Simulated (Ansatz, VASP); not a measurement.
# One calculation of PbO2, two programs

Contents of INCAR:

```
SYSTEM = PbO2
PREC = Accurate
ENCUT = 520
EDIFF = 1E-6
ISMEAR = 0
SIGMA = 0.1
LREAL = .FALSE.
LASPH = .TRUE.
NELM = 80
ALGO = Normal
ISIF = 2
LWAVE = .FALSE.
LCHARG = .TRUE.
GGA = PE
LELF = .TRUE.
LVHAR = .TRUE.
NBANDS = 20
```

Contents of KPOINTS:

```
Automatic mesh
0
G
  6 6 6
  0 0 0
```

POSCAR

```
PbO2
1.0
    0.0000000000      2.8143420090      2.8143420090
    2.8143420090      0.0000000000      2.8143420090
    2.8143420090      2.8143420090      0.0000000000
Pb O
1 2
Direct
    0.0000000000      0.0000000000      0.0000000000
    0.2500000000      0.2500000000      0.2500000000
    0.7500000000      0.7500000000      0.7500000000
```

Input for Ansatz:

```yaml
crystal:
  lattice:
    - [0.0, 2.814342009, 2.814342009]
    - [2.814342009, 0.0, 2.814342009]
    - [2.814342009, 2.814342009, 0.0]
  atoms:
    - { symbol: Pb, position: [0.0, 0.0, 0.0] }
    - { symbol: O, position: [0.25, 0.25, 0.25] }
    - { symbol: O, position: [0.75, 0.75, 0.75] }
basis:
  ecutwfc: 420
kpoints:
  mp_grid: { grid: [6, 6, 6] }
hamiltonian:
  xc: pbe
scf:
  occupations: { method: gaussian, width: 0.1 }
  max_iter: 300
output:
  forces: true
  stress: true
  eigenvalues: true
```

Alike in both runs: task single point; functional PBE; k mesh 6 × 6 × 6; occupations gaussian, width 0.1 eV; no spin polarisation.

|  | VASP | Ansatz |
| --- | --- | --- |
| version | VASP 6.6.1 | Ansatz 0.2.0 |
| potentials or method | VASP PAW PBE potentials, release 64 (Pb_d, O) | scalar-relativistic, plane waves, PAW |
| plane-wave cutoff (eV) | 520 | 420 |
| valence electrons in the cell | 26 | 26 |

Ansatz gave:

| Property | Result |
| --- | --- |
| gap on the k mesh at the Fermi level (eV) | none |
| pressure (GPa) | -11.6 |

Question: Estimate VASP's values.

Answer: gap on the k mesh at the Fermi level (eV): none; pressure (GPa): -11.5.

A gap of «none» marks a metal or a gap that the smearing closes.

Spin-orbit coupling is left out, which matters for the levels of Pb.
